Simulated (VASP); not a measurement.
Write the native input for VASP 6.6.1 that does the following.

| Quantity | Value |
| --- | --- |
| Task | atomic charges |
| Functional | PBE |
| Potentials or basis | VASP PAW PBE potentials, release 64 (Ni, Si) |
| Cutoff | 520 eV |
| k mesh | 5 × 5 × 5 |
| Occupations | gaussian, width 0.02 eV |
| Spin | collinear spin, ferromagnetic start |
| Starting moments | [1.0, 1.0, 1.0, 1.0, 0.0, 0.0, 0.0, 0.0] μB |
| Further INCAR settings | ALGO = Normal; EDIFF = 1e-06 |

The structure of SiNi lies in POSCAR:

```
SiNi
1.0
    4.5036940000      0.0000000000      0.0000000000
    0.0000000000      4.5036940000      0.0000000000
    0.0000000000      0.0000000000      4.5036940000
Ni Si
4 4
Direct
    0.1495040000      0.1495040000      0.1495040000
    0.6495040000      0.3504960000      0.8504960000
    0.8504960000      0.6495040000      0.3504960000
    0.3504960000      0.8504960000      0.6495040000
    0.8468300000      0.8468300000      0.8468300000
    0.3468300000      0.6531700000      0.1531700000
    0.1531700000      0.3468300000      0.6531700000
    0.6531700000      0.1531700000      0.3468300000
```

The cell is a database's computed one.

One way to write it, as run:

INCAR

```
SYSTEM = SiNi
PREC = Accurate ; ENCUT = 520
EDIFF = 1E-6 ; ISMEAR = 0
SIGMA = 0.02 ; LREAL = .False.
LASPH = .True. ; NELM = 150
ALGO = Normal ; ISIF = 2
LWAVE = .False. ; LCHARG = .False.
ISPIN = 2 ; MAGMOM = 1 1 1 1 0 0 0 0
LORBIT = 11 ; LMAXMIX = 4
GGA = PE
```

KPOINTS

```
Automatic mesh
0
Gamma
  5 5 5
  0 0 0
```

Potentials or basis: VASP PAW PBE potentials, release 64 (Ni, Si).

Launch:

```console
$ cat potpaw_PBE.64/Ni/POTCAR potpaw_PBE.64/Si/POTCAR > POTCAR
$ mpirun -np 1 vasp_std > vasp.out
```

It gave:

```yaml
Pressure: 1.8 GPa
Largest_force: 0.019 eV/Å
Band_gap_on_the_k_mesh: none (metal or under the smearing width)
Net_moment: 0.00 μB per cell
Valence_electrons_inside_the_program's_atomic_spheres: Ni 9.55; Si 1.58
```

It took 100 s on 1 thread of Intel(R) Xeon(R) Platinum 8375C CPU @ 2.90GHz (Ice Lake), on a shared host, peak memory 0.26 GiB.
